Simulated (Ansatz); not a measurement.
Input of an Ansatz 0.2.0 run:

The input input.yaml:

```yaml
crystal:
  lattice:
    - [0.0, 2.0859016414, 2.0859016414]
    - [2.0859016414, 0.0, 2.0859016414]
    - [2.0859016414, 2.0859016414, 0.0]
  atoms:
    - { symbol: Ni, position: [0.0, 0.0, 0.0], spin: 1.0 }
    - { symbol: O, position: [0.5, 0.5, 0.5] }
hamiltonian:
  xc: r2scan
  pseudopotentials: { kind: paw }
  dispersion: d4
magnetization:
  spin_polarized: true
kpoints:
  mp_grid: { grid: [11, 11, 11] }
scf:
  occupations: { method: fermi_dirac, width: 0.05 }
output:
  forces: true
  stress: true
  write_density: true
  write_potential: true
  elf: true
  volumetric_format: npy
relax:
  f_tol: 0.01
  max_steps: 40
  cell: { stress_tol: 0.05 }
```

Potentials or basis: Ansatz PAW.

Command:

```sh
$ ansatz run input.yaml --threads 2 --pin off --max-ram 5120MiB --backend cpu --events-out ev --progress --plain --runs-dir out
```

Question: What does it give for the net moment?

Answer: 2.00 μB per cell.

Question: Estimate the relaxed cell.

Answer: a = 2.955 Å, b = 2.955 Å, c = 2.955 Å, α = 60.00°, β = 60.00°, γ = 60.00°.

Question: What does it give for the relaxed volume?

Answer: 9.12 Å³/atom.

The path:
```tsv
step	energy change (eV)	largest force (eV/Å)	volume (Å³)
1	0.0000	0.0000	18.15
2	-0.0002	0.0000	18.20
3	-0.0002	0.0000	18.24
4	-0.0003	0.0000	18.24
```

Caveat: the magnetic or orbital state may not be the lowest; the plane-wave basis is chosen anew once the cell has moved, so the energies of steps on either side of that aren't comparable; a cell with one magnetic atom can't hold antiferromagnetic order, which such compounds often take; the PAW data sets come from PBE, with cores solved anew for the run's functional, which leaves a small shift of forces and pressure. Zero-point motion and thermal expansion aren't in these numbers.
